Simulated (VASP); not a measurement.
Crystal: Al.

```
Al
1.0
     2.86335    0.00000    0.00000
    -1.43167    2.47973    0.00000
     0.00000    0.00000    4.67585
Al
2
Direct
  0.33333 0.66667 0.25000
  0.66667 0.33333 0.75000
```

This isn't the form of Al at room conditions, which is fcc.

```yaml
Program: VASP 6.6.1
Task: relaxation of cell and atoms
Functional: PBE
Dispersion: D3(BJ)
Potentials_or_basis: VASP PAW PBE potentials, release 64 (Al)
Cutoff: 600 eV
k_mesh: 18 × 18 × 10
Occupations: gaussian, width 0.1 eV
Spin: no spin polarisation
```

At the start: pressure -3.2 GPa; volume 16.60 Å³/atom.

Question: How do energy, volume and symmetry change on relaxing?

Answer: Over 8 steps the energy falls by 7.2 meV/atom and the volume is 15.91 Å³/atom (-4.2 %); space group P6_3/mmc (No. 194, to 0.05 Å).

Step by step:
```
step  energy change (eV)  largest force (eV/Å)  pressure (GPa)  volume (Å³)
   1              0.0000                0.0000           -3.19        33.20
   2             -0.0141                0.0000            0.48        31.64
   3             -0.0144                0.0000            0.01        31.81
   4             -0.0144                0.0000           -0.06        31.84
   5             -0.0144                0.0000           -0.06        31.84
   6             -0.0144                0.0000           -0.06        31.84
   7             -0.0144                0.0000            0.05        31.80
   8             -0.0144                0.0000            0.01        31.81
```

Final structure:
```
Al
1.0
     2.82660    0.00000    0.00000
    -1.41330    2.44790    0.00000
     0.00000    0.00000    4.59783
Al
2
Direct
  0.33333 0.66667 0.25000
  0.66667 0.33333 0.75000
```

Caveat: pairwise dispersion overbinds metals, which lowers pressure and volume.
